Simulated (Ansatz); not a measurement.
## Si2Ni in Ansatz: convergence with k mesh

Input of the first run (k mesh 3 × 3 × 3); the others differ in this setting and in those tied to it:

The input input.yaml:

```yaml
crystal:
  lattice:
    - [0.0, 2.703, 2.703]
    - [2.703, 0.0, 2.703]
    - [2.703, 2.703, 0.0]
  atoms:
    - { symbol: Ni, position: [0.004926, 0.009894, -0.004602], spin: 1.0 }
    - { symbol: Si, position: [0.753316, 0.750879, 0.766417] }
    - { symbol: Si, position: [0.244696, 0.252961, 0.255178] }
hamiltonian:
  xc: pbe
  pseudopotentials: { kind: paw }
magnetization:
  spin_polarized: true
kpoints:
  mp_grid: { grid: [3, 3, 3] }
scf:
  occupations: { method: methfessel_paxton, width: 0.1 }
output:
  forces: true
  stress: true
  eigenvalues: true
```

Potentials or basis: Ansatz PAW.

Run with:

```sh
$ ansatz run input.yaml --threads 2 --pin off --max-ram 5632MiB --backend cpu --events-out ev --progress --plain --runs-dir out
```

The cell isn't the ideal one: atoms moved at random, drawn with an rms of 0.05 Å.

Hardware: 2 threads of AMD EPYC 9R45 96-Core Processor (Zen 5), with other jobs on the host.

Question: The values tried are 3 × 3 × 3, 4 × 4 × 4, 5 × 5 × 5, 6 × 6 × 6, 8 × 8 × 8, 10 × 10 × 10, 12 × 12 × 12, 14 × 14 × 14, loosest first. From which on does the energy stay within 1 meV/atom of the tightest run that finished?

Answer: From 8 × 8 × 8 on.

```
      k mesh  energy less the tightest run, at zero smearing (meV/atom)  pressure (GPa)  largest force (eV/Å)  absolute moment (μB)  SCF cycles  CPU time (s)  peak memory (GiB)
   3 × 3 × 3                                                     102.73            1.51                 0.555                  0.27          24             3               0.36
   4 × 4 × 4                                                      34.22            4.61                 0.481                  0.00          14           3.2               0.41
   5 × 5 × 5                                                      14.95            4.15                 0.503                  0.00          16           6.2               0.46
   6 × 6 × 6                                                       2.04            4.19                 0.484                  0.00          16            10               0.52
   8 × 8 × 8                                                       0.94            3.38                 0.472                  0.00          14            21               0.69
10 × 10 × 10                                                      -0.10            3.66                 0.486                  0.00          12            37               0.98
12 × 12 × 12                                                       0.53            3.44                 0.462                  0.00          13            64                1.4
14 × 14 × 14                                                       0.00            3.69                 0.468                  0.00          13           100                  2
```

Against the tightest run, the absolute moment stays within 0.02 μB from 4 × 4 × 4 on. Not settled before the last step: the pressure (to 0.1 GPa), the largest force (to 0.005 eV/Å). Meshes of other sizes hit other points, so gaps and Fermi surfaces needn't settle smoothly. The tightest run that finished is the yardstick and may itself not be fully converged.

Caveat, for the tightest run too: the starting moments weren't kept.
